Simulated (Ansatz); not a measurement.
**Mg3Zn2O5: one candidate of a structure search**

Where does this trial cell of Mg3Zn2O5 go when cell and atoms are let free, and does the end survive a random kick?

Method: DFT PBE, scalar-relativistic, plane waves, PAW, in Ansatz 0.2.0.

## 1. The structure to begin with

The structure is orthorhombic, space group Immm (No. 71). The conventional cell has a = 3.288 Å, b = 4.649 Å, c = 16.438 Å, α = 90.00°, β = 90.00°, γ = 90.00°. Mg (site symmetry mm2) is surrounded by 6 O at 2.32 Å. Mg (site symmetry mmm) has 6 O at 2.32 Å in its first shell of neighbours. Zn (site symmetry mm2) has 6 O at 2.32 Å in its first shell of neighbours. Around O (site symmetry mm2) lie 4 Mg at 2.32 Å and 2 Zn at 2.32 Å. O (site symmetry mm2) has 4 Zn at 2.32 Å and 2 Mg at 2.32 Å in its first shell of neighbours. O (site symmetry mmm) is surrounded by 6 Mg at 2.32 Å.

Coordinates:

```cif
data_structure
_symmetry_space_group_name_H-M 'P 1'
_symmetry_Int_Tables_number 1
_cell_length_a 8.6981
_cell_length_b 8.6981
_cell_length_c 8.6981
_cell_angle_alpha 158.213
_cell_angle_beta 148.997
_cell_angle_gamma 38.213
_cell_volume 125.63
loop_
_atom_site_label
_atom_site_type_symbol
_atom_site_fract_x
_atom_site_fract_y
_atom_site_fract_z
_atom_site_occupancy
Mg1 Mg 0.40000 0.40000 0.00000 1
Mg2 Mg 0.60000 0.60000 0.00000 1
Mg3 Mg 0.00000 0.00000 0.00000 1
Zn1 Zn 0.80000 0.80000 0.00000 1
Zn2 Zn 0.20000 0.20000 0.00000 1
O1 O 0.10000 0.60000 0.50000 1
O2 O 0.30000 0.80000 0.50000 1
O3 O 0.50000 0.00000 0.50000 1
O4 O 0.70000 0.20000 0.50000 1
O5 O 0.90000 0.40000 0.50000 1
```

The start is an ordering of an alloy on its end members' structure types: elements ordered on the sites of the MgO type, Zn/Mg on Mg (Immm, No. 71).

## 2. A first look at the guess

Contents of input.yaml:

```yaml
crystal:
  lattice:
    - [-1.6437831, 2.32466035, 8.21891548]
    - [1.6437831, -2.32466035, 8.21891548]
    - [1.6437831, 2.32466035, -8.21891548]
  atoms:
    - { symbol: Mg, position: [0.4, 0.4, 0.0] }
    - { symbol: Mg, position: [0.6, 0.6, 0.0] }
    - { symbol: Mg, position: [0.0, 0.0, 0.0] }
    - { symbol: Zn, position: [0.8, 0.8, 0.0] }
    - { symbol: Zn, position: [0.2, 0.2, 0.0] }
    - { symbol: O, position: [0.1, 0.6, 0.5] }
    - { symbol: O, position: [0.3, 0.8, 0.5] }
    - { symbol: O, position: [0.5, 0.0, 0.5] }
    - { symbol: O, position: [0.7, 0.2, 0.5] }
    - { symbol: O, position: [0.9, 0.4, 0.5] }
basis:
  ecutwfc: 420
kpoints:
  mp_grid: { grid: [6, 6, 6] }
hamiltonian:
  xc: pbe
scf:
  occupations: { method: gaussian, width: 0.1 }
  lower_state_search: "off"
output:
  forces: true
  stress: true
  eigenvalues: true
```

The run is started by

```sh
$ ansatz run input.yaml --threads 4 --pin off --max-ram 8192MiB --backend cpu --events-out ev --progress --plain --runs-dir out
```

Further runs follow: a loose first relaxation; relaxation on the finer mesh; reference for the kick test; random kick, then relaxation.

Before running it: what results should come out? Wanted: conventional cell; volume; energy over the elements; gap on the mesh.

**Answer**, as computed:

| quantity | value |
| --- | --- |
| symmetry at the end (tolerance 0.02 Å) | space group Immm (No. 71) |
| conventional cell | a = 3.036 Å, b = 4.282 Å, c = 15.139 Å, α = 90.00°, β = 90.00°, γ = 90.00° |
| volume | 9.84 Å³/atom |
| energy over the elements (uncorrected; H, N, O, F and Cl as molecules) | -2.12 eV/atom |
| gap on the mesh | 2.51 eV |

In words: The space group Immm (No. 71) is kept, and the volume per atom shrinks by 21.7 % from the first guess. A negative formation energy is needed for stability but isn't enough; other structures and compounds were not set against it here. It survived the kick, though modes of other wave vectors, which need another repeat, weren't probed.
